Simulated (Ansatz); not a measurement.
# Σ5 (310) boundary in fcc Cu with H (interstitial): structure and resistance, part 2 of 2

How much does the Σ5 (310) boundary in fcc Cu with H (interstitial) reflect electrons?

Ansatz 0.2.0; Ansatz plane-wave DFT, PBE, PAW files; relaxation of a bicrystal slab with its lowest layers held; PAW set soft_1 (the session's first sound run).

So far. Step 2 (Relaxing the bicrystal): The largest force component on a free atom ends at 0.022 eV/Å, under the tolerance of 0.03, after 13 steps.

## (3) Transmission across the boundary

Bulk layers of each grain are laid under and over the relaxed boundary, and a lead is named in the middle of each, away from the free faces. The mesh across the current, 12×18, is finer than the density's, because channels open and close sharply across the zone. Energies from -0.1 to 0.1 eV in steps of 0.05 eV are too few for the program's thermal sum, so it prints no conductance; for a metal the transmission near the Fermi level serves, at a fraction of the cost.

This step: Ansatz plane-wave DFT, PBE, PAW files; ballistic transport by layer matching (Landauer), zero bias; boundary relaxed in a short slab, bulk layers laid on; PAW set soft_1 (Ansatz 0.2.0).

System of this step: Σ5 (310) boundary in fcc Cu with H (interstitial). The cell holds 75 atoms: 74 Cu and 1 H. Cell: a = 5.716 Å, b = 3.615 Å, c = 50.292 Å, α = 90.0°, β = 90.0°, γ = 90.0°. It derives from Cu. Regions: lower grain, 30 atoms (30 Cu); boundary, 21 atoms (20 Cu and 1 H); upper grain, 24 atoms (24 Cu). Vacuum lies along c.

input.yaml

```yaml
crystal:
  lattice:
    - [5.7157536252, 0.0, 0.0]
    - [0.0, 3.61496, 0.0]
    - [0.0, 0.0, 50.2924653776]
  atoms:
    - { symbol: Cu, position: [11.7000000003, -19.5, 0.0795347766] }
    - { symbol: Cu, position: [11.4000000003, -19.0, 0.0908998063] }
    - { symbol: Cu, position: [11.1000000003, -18.5, 0.102264836] }
    - { symbol: Cu, position: [10.8000000003, -18.0, 0.1136298657] }
    - { symbol: Cu, position: [10.5000000003, -17.5, 0.1249948954] }
    - { symbol: Cu, position: [10.2000000003, -17.0, 0.1363599251] }
    - { symbol: Cu, position: [9.9000000003, -16.5, 0.1477249548] }
    - { symbol: Cu, position: [9.6000000003, -16.0, 0.1590899845] }
    - { symbol: Cu, position: [9.3000000003, -15.5, 0.1704550142] }
    - { symbol: Cu, position: [9.0000000002, -15.0, 0.1818200439] }
    - { symbol: Cu, position: [8.7000000002, -14.5, 0.1931850736] }
    - { symbol: Cu, position: [8.4000000002, -14.0, 0.2045501033] }
    - { symbol: Cu, position: [8.1000000002, -13.5, 0.215915133] }
    - { symbol: Cu, position: [7.8000000002, -13.0, 0.2272801627] }
    - { symbol: Cu, position: [7.5000000002, -12.5, 0.2386451924] }
    - { symbol: Cu, position: [7.2000000002, -12.0, 0.2500102221] }
    - { symbol: Cu, position: [6.9000000002, -11.5, 0.2613752518] }
    - { symbol: Cu, position: [6.6000000002, -11.0, 0.2727402815] }
    - { symbol: Cu, position: [6.3000000002, -10.5, 0.2841053112] }
    - { symbol: Cu, position: [6.0000000002, -10.0, 0.2954703409] }
    - { symbol: Cu, position: [5.7000000002, -9.5, 0.3068353705] }
    - { symbol: Cu, position: [5.4000000002, -9.0, 0.3182004002] }
    - { symbol: Cu, position: [5.1000000002, -8.5, 0.3295654299] }
    - { symbol: Cu, position: [4.8000000001, -8.0, 0.3409304596] }
    - { symbol: Cu, position: [4.5000000001, -7.5, 0.3522954893] }
    - { symbol: Cu, position: [4.2000000001, -7.0, 0.363660519] }
    - { symbol: Cu, position: [3.9000000001, -6.5, 0.3750255487] }
    - { symbol: Cu, position: [3.6000000001, -6.0, 0.3863905784] }
    - { symbol: Cu, position: [3.3000000001, -5.5, 0.3977556081] }
    - { symbol: Cu, position: [3.0000000001, -5.0, 0.4091206378] }
    - { symbol: Cu, position: [0.7000000001, 0.5, 0.4204856675] }
    - { symbol: Cu, position: [0.3999259161, 0.0, 0.4324681838] }
    - { symbol: Cu, position: [0.1040788361, 0.5, 0.4438722753] }
    - { symbol: Cu, position: [0.808668665, 0.0, 0.4545282048] }
    - { symbol: Cu, position: [0.503324253, 0.5, 0.4664251456] }
    - { symbol: Cu, position: [0.2076374875, 0.0, 0.4794870486] }
    - { symbol: Cu, position: [0.9105171857, 0.5, 0.489874109] }
    - { symbol: Cu, position: [0.6093380136, 0.0, 0.4980663031] }
    - { symbol: Cu, position: [0.3136466966, 0.5, 0.5172467123] }
    - { symbol: Cu, position: [-0.0069086869, 0.0, 0.5229172854] }
    - { symbol: H, position: [0.5360239768, 0.5, 0.5433148906] }
    - { symbol: Cu, position: [0.5555444433, 0.0, 0.5451890747] }
    - { symbol: Cu, position: [0.8684625365, 0.5, 0.5544236107] }
    - { symbol: Cu, position: [0.1576559704, 0.0, 0.5677515305] }
    - { symbol: Cu, position: [0.4562745065, 0.5, 0.5785895584] }
    - { symbol: Cu, position: [0.7604643583, 0.0, 0.5902999906] }
    - { symbol: Cu, position: [0.0578026523, 0.5, 0.6017337646] }
    - { symbol: Cu, position: [0.3590441106, 0.0, 0.6130751208] }
    - { symbol: Cu, position: [0.6569494399, 0.5, 0.6246908517] }
    - { symbol: Cu, position: [-0.0444229065, 0.0, 0.6363109592] }
    - { symbol: Cu, position: [0.2543186664, 0.5, 0.6477045107] }
    - { symbol: Cu, position: [3.5543186664, -6.0, 0.6590695404] }
    - { symbol: Cu, position: [3.8543186664, -6.5, 0.6704345701] }
    - { symbol: Cu, position: [4.1543186665, -7.0, 0.6817995998] }
    - { symbol: Cu, position: [4.4543186665, -7.5, 0.6931646295] }
    - { symbol: Cu, position: [4.7543186665, -8.0, 0.7045296591] }
    - { symbol: Cu, position: [5.0543186665, -8.5, 0.7158946888] }
    - { symbol: Cu, position: [5.3543186665, -9.0, 0.7272597185] }
    - { symbol: Cu, position: [5.6543186665, -9.5, 0.7386247482] }
    - { symbol: Cu, position: [5.9543186665, -10.0, 0.7499897779] }
    - { symbol: Cu, position: [6.2543186665, -10.5, 0.7613548076] }
    - { symbol: Cu, position: [6.5543186665, -11.0, 0.7727198373] }
    - { symbol: Cu, position: [6.8543186665, -11.5, 0.784084867] }
    - { symbol: Cu, position: [7.1543186665, -12.0, 0.7954498967] }
    - { symbol: Cu, position: [7.4543186665, -12.5, 0.8068149264] }
    - { symbol: Cu, position: [7.7543186665, -13.0, 0.8181799561] }
    - { symbol: Cu, position: [8.0543186665, -13.5, 0.8295449858] }
    - { symbol: Cu, position: [8.3543186665, -14.0, 0.8409100155] }
    - { symbol: Cu, position: [8.6543186666, -14.5, 0.8522750452] }
    - { symbol: Cu, position: [8.9543186666, -15.0, 0.8636400749] }
    - { symbol: Cu, position: [9.2543186666, -15.5, 0.8750051046] }
    - { symbol: Cu, position: [9.5543186666, -16.0, 0.8863701343] }
    - { symbol: Cu, position: [9.8543186666, -16.5, 0.897735164] }
    - { symbol: Cu, position: [10.1543186666, -17.0, 0.9091001937] }
    - { symbol: Cu, position: [10.4543186666, -17.5, 0.9204652234] }
kpoints:
  mp_grid: { grid: [5, 7, 1] }
hamiltonian:
  xc: pbe
  pseudopotentials: { kind: paw, azcp: { folder: soft_1 } }
scf:
  occupations: { method: fermi_dirac, width: 0.1 }
output:
  transmission:
    leads: [[16, 17], [61, 62]]
    kmesh: [12, 18]
    e_range: [-0.1, 0.1]
    de: 0.05
  write_potential: true
  write_density: true
  volumetric_format: npy
  elf: true
```

Launch:

```
ansatz run input.yaml --threads 4 --pin off --max-ram 15360MiB --backend cpu --events-out ev --progress --plain --runs-dir out
```

Numbers of over 12 decimals in the logs are rounded to 6 here.

The log of the run:

```text
[...]
Crystal: 75 atoms, lattice volume = 1039.154 Å³
Basis set: ecut = 420 eV, 20287 PW (Γ)
Bands: 845, of which v1, the nominal top of the filled ones, is band 704 counted from 1 (703 counted from 0)
Symmetry: 2 space group operations
[...]
k-points: 12 of 35 (time reversal used)
[...]
SCF iter   1: F=—  HF=-490340.115029 eV  |F-HF|=—  |Δ(HF+E_count)|=         —  Δρ=2.42e-1  dr2=3.68e2  ethr=3.10e-3  ⟨swp⟩=4.9  Hψ=33244  notcnv=0  defer=940
[...]
SCF iter  15: F=-490274.188044 eV  HF=-490274.188044 eV  |F-HF|=1.57e-8  |Δ(HF+E_count)|=   4.50e-8  Δρ=1.55e-6  dr2=3.59e-8  ethr=7.11e-12  ⟨swp⟩=10.3  Hψ=44987  notcnv=0
SCF 1 converged in 15 iterations: F = -490274.188044 eV  dr2 = 3.59e-8
[...]
transmission: 392 of 3920 steps passed
transmission: 784 of 3920 steps passed
[...]
transmission: 3920 of 3920 steps passed
WARN: The output density's exchange-correlation potential varies sharply where the density is thin. Do not read a vacuum level from v_tot or v_xc, or from such a field of the output density. On a cell that repeats whose density bears no net charge and no dipole along the vacuum's axis use v_es (v_loc + v_h of the components); under efield.dipole_correction with no amplitude use v_es + v_field, which holds any externa [...]
SCF converged after 15 iterations
Free energy (F): -490274.188044 eV
[...]
Internal energy: -490273.432786 eV  (E = F + TS)
E sigma→0 (E₀):  -490273.810415 eV
Entropy (-TS):   -0.755258 eV (-10.070 meV/atom)
Fermi energy:    13.110963 eV
[...]
--- Band table (eV; the first three rows and the last of 12) ---
  k-point 0: bands = [... 700 lower, 12.7569, 12.7643, 12.8471, 13.0212, 13.0433, 13.2398, 13.3493, 13.4127, ... 137 higher]
  k-point 1: bands = [... 700 lower, 12.8405, 12.8808, 13.0224, 13.1299, 13.1828, 13.3937, 13.4131, 13.4763, ... 137 higher]
  k-point 2: bands = [... 700 lower, 12.7610, 12.8199, 12.8395, 12.9226, 12.9878, 13.1274, 13.1718, 13.2180, ... 137 higher]
  k-point 11: bands = [... 700 lower, 12.3939, 12.4357, 12.4848, 12.5075, 12.5469, 12.5736, 12.6322, 12.6425, ... 137 higher]
--- Transmission ---
  basis      : 187 plane waves across, 56 finite elements along
  points     : 70, standing for a mesh of 12 x 18
  energies   : 5 from -0.100000 to 0.100000 eV about the Fermi level, 0.050000 eV apart; the leads are filled to 0.000000 eV, and channels, transmission and decay are at 0.000000 eV
  crystal 0  : Cu4, at the sites [16, 17], period 2.2863 Å, over 17.72 Å; its Hamiltonian steps by up to 3.7 meV
    offset         : up to 0.0000 Å between an atom of the period and one for which it stands
    channels       : 2.986111e0 a spin
    conductance    : none, the energies end too early or step too widely for 300 K: set another output.transmission.e_range or a lower de, or, where they end at an eighth of basis.ecutwfc, a higher one
[...]
channels       : 3.004630e0 a spin
[...]
junction   : crystal 0 to crystal 1, 12.86 to 36.86 Å
    transmission   : 2.302836e0 a spin
[...]
```

Wall time 49 min (4 threads of Arm Neoverse V1, shared host); peak memory 12 GiB; 3.2 h of CPU time.

The column dr2 measures how far the density is from self-consistency, as an energy; F and HF (Harris–Foulkes) agree once it is small.

This step gave:

| Quantity | Value |
| --- | --- |
| free energy | -490274.1880 eV |
| energy at zero smearing | -490273.8104 eV |
| Fermi energy | 13.11 eV |
| cell area | 20.66 Å² |
| transmission per spin nearest the Fermi level | 2.303 |
| open channels per spin nearest the Fermi level | 2.986 |
| open channels per spin, upper lead | 3.005 |
| step of the lead's potential | 3.7 meV |
| step of the upper lead's potential | 2.4 meV |

Per spin. The transmission, zone mean by energy, zero at the Fermi level:

| energy (eV) | transmission, zone mean |
| --- | --- |
| -0.1000 | 2.28 |
| -0.0500 | 2.30 |
| 0.0000 | 2.30 |
| 0.0500 | 2.29 |
| 0.1000 | 2.32 |

Per spin. Table of open channels, zone mean by energy, zero at the Fermi level:

| energy (eV) | lead | upper lead |
| --- | --- | --- |
| -0.1000 | 2.95 | 2.95 |
| -0.0500 | 2.99 | 2.99 |
| 0.0000 | 2.99 | 3.00 |
| 0.0500 | 3.00 | 3.00 |
| 0.1000 | 3.04 | 3.04 |

Transmission over k1 and k2. At 0.0000 eV from the Fermi level.

Ten even steps from '_' (0.42) to '@' (3.55):
```
____--##%%%%%%%%%%##--__
**==**####%%%%%%####**==
%%==++++==%%%%%%==++++==
::==****++@@@@@@++****==
======**==@@@@@@==**====
========**##@@##**======
========##########======
======++##########++====
======**##########**====
======++##########++====
========##########======
========**##@@##**======
======**==@@@@@@==**====
::==****++@@@@@@++****==
%%==++++==%%%%%%==++++==
**==**####%%%%%%####**==
____--##%%%%%%%%%%##--__
______##%%%%%%%%%%##____
```
Columns: k1 (b1) from -0.5 to 0.417; rows upwards: k2 (b2) from -0.5 to 0.444.

Open channels over k1 and k2. At 0.0000 eV from the Fermi level.

Ten even steps from '0' (2.00) to '9' (4.00):
```
005999999950
959999999995
955559995555
055559995555
000559995500
000055955000
000055555000
000555555500
000555555500
000555555500
000055555000
000055955000
000559995500
055559995555
955559995555
959999999995
005999999950
000999999900
```
Columns: k1 (b1) from -0.5 to 0.417; rows upwards: k2 (b2) from -0.5 to 0.444.

Electrostatic potential energy in the ca plane at fractional y = 0.500, with atoms of Cu and H within 0.2 Å of it. With pseudopotentials it is smooth inside the atoms' cores, unlike the true potential.

Ten even steps from '0' (-60 eV) to '9' (16 eV), each cell a mean:
```
02699999988999610269999732479974479999984348
01599999999999610169999510169998899999961016
24799755799999843589999620279999998889962016
78998301589999988899999865689999963358985458
99997200489998999999999998999999840037999889
99998523699754699999999889988899841037999998
99999877999510379999998568853479975469999985
99999999998400279998888779720148998899999962
98655899999633589974458999730158999998889972
97301599999987899851027999864579999974358986
96200589998999999851027999998899999951026999
98423799754799999974358999999998899951027999
99878998410389999998899999999963369975468999
99999998400379998999999999999830038999899999
56899999633589854589999987899840048999998889
```
Columns run along c (16.0 Å, from fractional 0.37 to 0.69 of the cell; values clipped at the 3rd and 97th percentile), rows up along a (5.7 Å). Atoms in or near the plane, at fractional coordinates: Cu at (0.38, 0.90), Cu at (0.40, 0.30), Cu at (0.42, 0.70), Cu at (0.44, 0.10), Cu at (0.47, 0.50), Cu at (0.49, 0.91), Cu at (0.52, 0.31), H at (0.54, 0.54), Cu at (0.55, 0.87), Cu at (0.58, 0.46), Cu at (0.60, 0.06), Cu at (0.62, 0.66), Cu at (0.65, 0.25), Cu at (0.67, 0.85).

ELF in the ca plane at fractional y = 0.500, with atoms of Cu and H within 0.2 Å of it. It is the smooth field of the valence electrons, not physical close to the nuclei.

Ten even steps from '0' (0.09) to '9' (0.97), each cell a mean:
```
41011111100011025101110011001100001111100100
62011101111111026200110036201110111111102520
10011000011111001000000013101111110001102420
00110032001111110000000000001111101101100000
11110154001100111100001211111111004510110011
11110011011000011110015763100011003410111111
11111100011023101110027995101101100000111100
11111111110035101100015983015301110111111101
11000011111011001100101441014200111110001101
10132001111100011003410010000001111100100110
10163001101111111003510000000111111002510110
10011011000011111100100000111110001102510111
11000110033001111110000001111101101100000111
11111110145101100111111111111014400110011111
00011110011011000001111000011013300111111001
```
Columns run along c (16.0 Å, from fractional 0.37 to 0.69 of the cell), rows up along a (5.7 Å). Atoms in or near the plane, at fractional coordinates: Cu at (0.38, 0.90), Cu at (0.40, 0.30), Cu at (0.42, 0.70), Cu at (0.44, 0.10), Cu at (0.47, 0.50), Cu at (0.49, 0.91), Cu at (0.52, 0.31), H at (0.54, 0.54), Cu at (0.55, 0.87), Cu at (0.58, 0.46), Cu at (0.60, 0.06), Cu at (0.62, 0.66), Cu at (0.65, 0.25), Cu at (0.67, 0.85).

Valence density in the ca plane at fractional y = 0.500, with atoms of Cu and H within 0.2 Å of it. It is the smooth field of the valence electrons, not physical close to the nuclei.

Ten steps, logarithmic in the rise over the least value, from '0' (0 e/Å³) to '9' (53 e/Å³), each cell a mean:
```
86300000011000379720000256410024420000014541
97300000000000379730000389720001100000037973
64200233100000145410000268620000001100027972
21001587410000011100000133210000025531013431
00001698410001000000000001000000148961000110
00001365200134200000000110011100148851000001
00000121000378510000001221135520024420000013
00000000001489620001101111269841001100000026
01243100000256410014531000159841000001110026
02687300000011100048961000024410000024531013
02798310001000000048961000001100000038962000
01465200234200000024530000000011100037962000
00111001488510000001100000000035520013431000
00000001599510001000000000000159941000100000
32100000255310134310000011100158841000001110
```
Columns run along c (16.0 Å, from fractional 0.37 to 0.69 of the cell), rows up along a (5.7 Å). Atoms in or near the plane, at fractional coordinates: Cu at (0.38, 0.90), Cu at (0.40, 0.30), Cu at (0.42, 0.70), Cu at (0.44, 0.10), Cu at (0.47, 0.50), Cu at (0.49, 0.91), Cu at (0.52, 0.31), H at (0.54, 0.54), Cu at (0.55, 0.87), Cu at (0.58, 0.46), Cu at (0.60, 0.06), Cu at (0.62, 0.66), Cu at (0.65, 0.25), Cu at (0.67, 0.85).

Over the solved energies the transmission per spin lies between 2.28 and 2.32, out of 2.99 channels of the lead on average (up to 3.04).

## (4) Specific resistance

This step: Ansatz plane-wave DFT, PBE, PAW files; ballistic transport by layer matching (Landauer), zero bias; specific resistance of the boundary; PAW set soft_1 (Ansatz 0.2.0).

Numbers from this step:

* area resistance: 0.2698 fΩ m²
* T over the leads' mean channel count: 0.7675

Averaged over the energies near the Fermi level, 76.7 % of the channels pass, which makes 0.270 fΩ m².

By hand, with T and the leads' channels N averaged over the energies near the Fermi level: RA = A (h/2e²)(1/T − ½[1/N₁ + 1/N₂]) = 20.66×10⁻²⁰ m² × 12 906 Ω × (1/2.299 − ½[1/2.994 + 1/2.997]) = 0.270 fΩ m².

## (5) Summary of results

| Item | Value |
| --- | --- |
| specific resistance of the boundary | 0.270 fΩ m² |
| share of channels that pass | 0.767 |

The boundary has a specific resistance of 0.27 fΩ m². The boundary reflects 23 % of the channels; 0.27 fΩ m² is 2.7×10⁻¹² Ω·cm². That equals the resistance of 16 nm of bulk Cu at 300 K (measured 1.725 µΩ cm, CRC Handbook of Chemistry and Physics, 84th ed., 2003, Electrical Resistivity of Pure Metals). One H in 20.7 Å² of boundary is a high coverage. One starting structure was relaxed; another shift or atom count at the boundary may lie lower.

[Logs are printed without paths, hosts, clocks, repeated set-up lines and the standing remarks that a program may print on its own settings, such as how far it seeks lower states.]

[Hosts, paths, dates, database ids (printed as entryN), source tags and the programs' standing remarks are cut or masked in the printed files.]
